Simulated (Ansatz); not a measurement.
# Si under changes of volume

One of the cells (20.165 Å³/atom); the others are scaled copies at fixed shape and fractional positions:

```
Si
1.0
     0.00000    2.72185    2.72185
     2.72185    0.00000    2.72185
     2.72185    2.72185    0.00000
Si
2
Direct
  0.50000 0.50000 0.50000
  0.75000 0.75000 0.75000
```

- Program: Ansatz 0.2.0
- Functional: r2SCAN
- Dispersion: D4
- Potentials or basis: Ansatz PAW
- Cutoff: 500 eV (not typed: the program's choice for these potentials)
- k mesh: 8 × 8 × 8
- Occupations: fermi-dirac, width 0.05 eV
- Spin: no spin polarisation

```tsv
volume (Å³/atom)	energy over the lowest point (meV/atom)	pressure (GPa)	gap on the mesh (eV)
18.955	18.14	5.9	0.71
19.358	6.37	3.5	0.74
19.761	0.52	1.2	0.78
20.165	0.00	-0.8	0.81
20.568	?	?	?
20.971	12.84	-4.2	0.87
21.375	25.24	-5.6	0.90
```

What does the run at 20.568 Å³/atom give?

Energy over the lowest point 4.27 meV/atom; pressure -2.6 GPa; gap on the mesh 0.84 eV.

Worked out: A Birch-Murnaghan fit of order 3 (a polynomial in V^(-2/3)) to the other rows has its minimum at 20.00 Å³/atom with B0 = V·E''(V) = 98 GPa and B' = 4.4. It gives 4.28 meV/atom at 20.568 Å³/atom, against the run's 4.27, and -dE/dV = -2.6 GPa, against -2.6. A straight line through the other rows of the gap, of slope 1.59 eV per unit of ln V, gives 0.84 eV, against the run's 0.84.

Energies are extrapolated to zero smearing.

Caveats: the PAW data sets come from PBE, with cores solved anew for the run's functional, which leaves a small shift of forces and pressure.

A mesh can miss the band edges.
